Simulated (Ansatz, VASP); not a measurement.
Given: the input of a run of VASP 6.6.1 on Bi.

File INCAR:

```
PREC     = Accurate       # precision mode
ENCUT    = 520            # plane-wave cutoff, eV
EDIFF    = 1E-7           # SCF threshold, eV
ISMEAR   = -1             # smearing method
SIGMA    = 0.05           # smearing width, eV
LREAL    = False          # projectors in reciprocal space
LASPH    = True           # aspherical terms in the spheres
NELM     = 60             # most SCF steps
ALGO     = Normal         # electronic algorithm
ISIF     = 2              # what is computed and relaxed
LWAVE    = False          # write WAVECAR
LCHARG   = False          # write CHGCAR
GGA      = PS             # functional
NBANDS   = 22             # bands
```

File KPOINTS:

```
regular mesh
0
Gamma
  8 8 4
```

POSCAR

```
Bi
1.0
    3.1946090396      0.0000000000      0.0000000000
    0.0000000000      3.1781022620      0.0000000000
   -0.0793675179      0.0000000000      6.3567985340
Bi
2
Direct
    0.5442472500      0.0000000000      0.7495778900
    0.4557527500      0.0000000000      0.2504221100
```

Potentials or basis: VASP PAW PBE potentials, release 64 (Bi_d).

The run is started by

```bash
$ cat potpaw_PBE.64/Bi_d/POTCAR > POTCAR
$ mpirun -np 1 vasp_std > vasp.out
```

**Question.** Set up the same calculation for Ansatz 0.2.0. Potentials there: Ansatz PAW.

**Answer.** As run (the cutoff follows the program's own potentials):

File input.yaml:

```yaml
crystal:
  lattice:
    - [3.1946090396, 0.0, 0.0]
    - [0.0, 3.178102262, 0.0]
    - [-0.0793675179, 0.0, 6.356798534]
  atoms:
    - { symbol: Bi, position: [0.54424725, 0.0, 0.74957789] }
    - { symbol: Bi, position: [0.45575275, 0.0, 0.25042211] }
hamiltonian:
  xc: pbesol
  pseudopotentials: { kind: paw }
kpoints:
  mp_grid: { grid: [8, 8, 4] }
scf:
  occupations: { method: fermi_dirac, width: 0.05 }
output:
  forces: true
  stress: true
  eigenvalues: true
```

Potentials or basis: Ansatz PAW.

Launch:

```bash
$ ansatz run input.yaml --threads 1 --pin off --max-ram 3584MiB --backend cpu --events-out ev --progress --plain --runs-dir out
```

Both were run:

|  | VASP | Ansatz | Ansatz less VASP |
| --- | --- | --- | --- |
| gap on the k mesh at the Fermi level (eV) | none | none | - |
| pressure (GPa) | 1.8 | 1.9 | +0.06 |
| largest component of the traceless stress (GPa) | 0.65 | 0.65 | -0.001 |
| rms of the force components (eV/Å) | 0.010 | 0.010 | +0.0003 |

Atom by atom the forces differ by 0.000 eV/Å (rms over components). A gap of «none» marks a metal or a gap that the smearing closes. The functional is the same, so the differences come from potentials, cutoffs and numerics.

Caveats: spin-orbit coupling is left out, which moves the levels of the heavy elements; the PAW data sets were made with another functional, which shifts forces and pressure a little (VASP); the PAW data sets come from PBE, with cores solved anew for the run's functional, which leaves a small shift of forces and pressure (Ansatz).
